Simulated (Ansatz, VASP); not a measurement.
**Two plane-wave programs on AlN**

```
Al N
1.0
     0.00000    2.24973    2.24973
     2.24973    0.00000    2.24973
     2.24973    2.24973    0.00000
Al N
1 1
Direct
  0.00000 0.00000 0.00000
  0.75000 0.75000 0.75000
```

Alike in both runs: task single point; functional PBEsol; k mesh 10 × 10 × 10; occupations gaussian, width 0.02 eV; no spin polarisation.

|  | VASP | Ansatz |
| --- | --- | --- |
| version | VASP 6.6.1 | Ansatz 0.2.0 |
| potentials or method | VASP PAW PBE potentials, release 64 (Al, N) | scalar-relativistic, plane waves, PAW |
| plane-wave cutoff (eV) | 520 | 420 |
| valence electrons in the cell | 8 | 8 |

VASP gave:

* gap on the k mesh at the Fermi level (eV): 3.14
* least direct gap on the mesh (eV): 3.37
* pressure (GPa): -14.1

Question: Which values does Ansatz return?

Answer: gap on the k mesh at the Fermi level (eV): 3.15; least direct gap on the mesh (eV): 3.36; pressure (GPa): -14.0.

Caveats: the PAW data sets were made with another functional, which shifts forces and pressure a little (VASP). A k mesh can miss the band edges.
